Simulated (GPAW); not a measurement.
**Si2W in GPAW: the effect of volume over the given one**

The system is Si2W.

```
W Si
1.0
    -1.60690    1.60690    3.91495
     1.60690   -1.60690    3.91495
     1.60690    1.60690   -3.91495
W Si
1 2
Direct
  0.00000 0.00000 0.00000
  0.66530 0.66530 0.00000
  0.33470 0.33470 0.00000
```

Alike in all runs:

```yaml
Program: GPAW 26.7.0
Task: phonons
Functional: RPBE
Potentials_or_basis: the program's PAW data sets (release 1.2.1) made for this functional
Cutoff: 510 eV
Basis: pw
k_mesh: 7 × 7 × 7
Occupations: fermi-dirac, width 0.05 eV
Spin: no spin polarisation
```

Each run relaxes the cell or the atoms first.

Task: One run gave: pressure 31.0 GPa; highest phonon frequency 517 cm⁻¹. Which volume over the given one did it use?
A. 1.04
B. 0.88
C. 0.96
D. 1
E. 0.92

Result: E.

| volume over the given one | pressure (GPa) | highest phonon frequency (cm⁻¹) |
| --- | --- | --- |
| 1 | 6.8 | 459 |
| 0.96 | 17.7 | 487 |
| 1.04 | -1.9 | 434 |
| 0.92 | 31.0 | 517 |
| 1.08 | -9.0 | 411 |
| 0.88 | 47.6 | 549 |

Caveats: all runs use coarse meshes; the cutoff is short for stress and forces, so pressures can be off by a GPa or more; the cell is more than 3 GPa from zero pressure, which shifts response properties (some runs).
